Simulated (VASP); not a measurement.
A VASP 6.6.1 single-point calculation on GaAs

INCAR

```
NELM = 120
LASPH = .TRUE.
LCHARG = .FALSE.
IBRION = -1
ISMEAR = -1
NSW = 0
SIGMA = 0.02
EDIFF = 0.0001
PREC = Accurate
LREAL = .FALSE.
ISIF = 2
LWAVE = .FALSE.
NBANDS = 16
METAGGA = RTPSS
ENCUT = 520
```

KPOINTS

```
KPOINTS created by Atomic Simulation Environment
0
Gamma
8 8 8
0 0 0
```

POSCAR

```
Ga As
 1.0000000000000000
     0.0000000000000000    2.9464084992999999    2.7338352897000000
     2.9464084992999999    0.0000000000000000    2.7338352897000000
     2.9464084992999999    2.9464084992999999    0.0000000000000000
 Ga  As
   1   1
Cartesian
  0.0000000000000000  0.0000000000000000  0.0000000000000000
  1.4732042496500000  1.4732042496500000  1.3669176448499998
```

The recommended PBE PAW datasets give the neutral cell 18 valence electrons.

Command

```
mpirun -np 1 vasp_std
```

Q: Predict the outcome of this run.

A: It converged. Results: gap between bands v and c on the k mesh 0.06 eV; least direct gap on the k mesh 0.06 eV; pressure -1.7 GPa. Band v is the last that the valence electrons fill when counted band by band, and c is the next.

OSZICAR

```
N       E                     dE             d eps       ncg     rms          rms(c)
DAV:   1     0.908602757296E+02    0.90860E+02   -0.90169E+03  1960   0.155E+03
DAV:   2     0.958940600464E+01   -0.81271E+02   -0.77664E+02  2072   0.297E+02
DAV:   3     0.368961579241E+01   -0.58998E+01   -0.58789E+01  2432   0.665E+01
DAV:   4     0.360640275722E+01   -0.83213E-01   -0.83202E-01  2248   0.881E+00
DAV:   5     0.360520093548E+01   -0.12018E-02   -0.12018E-02  2496   0.950E-01    0.285E+00
DAV:   6     0.462991816739E+01    0.10247E+01   -0.39828E+00  2008   0.214E+01    0.176E+00
DAV:   7     0.465692845757E+01    0.27010E-01   -0.21555E-01  2744   0.378E+00    0.114E+00
DAV:   8     0.465633482132E+01   -0.59364E-03   -0.63290E-02  2232   0.205E+00    0.414E-01
DAV:   9     0.465399593322E+01   -0.23389E-02   -0.11169E-02  2480   0.162E+00    0.784E-02
DAV:  10     0.465413374430E+01    0.13781E-03   -0.11096E-03  2448   0.631E-01    0.503E-02
DAV:  11     0.465404784971E+01   -0.85895E-04   -0.25727E-04  2272   0.153E-01
   1 F= 0.46540478E+01 E0= 0.46540848E+01  d E =-.739008E-04
```

For comparison, a separate PBE run of the intended cell, on usual settings and not on those above, gives a gap of 0.12 eV on its mesh and a pressure of 0.1 GPa.
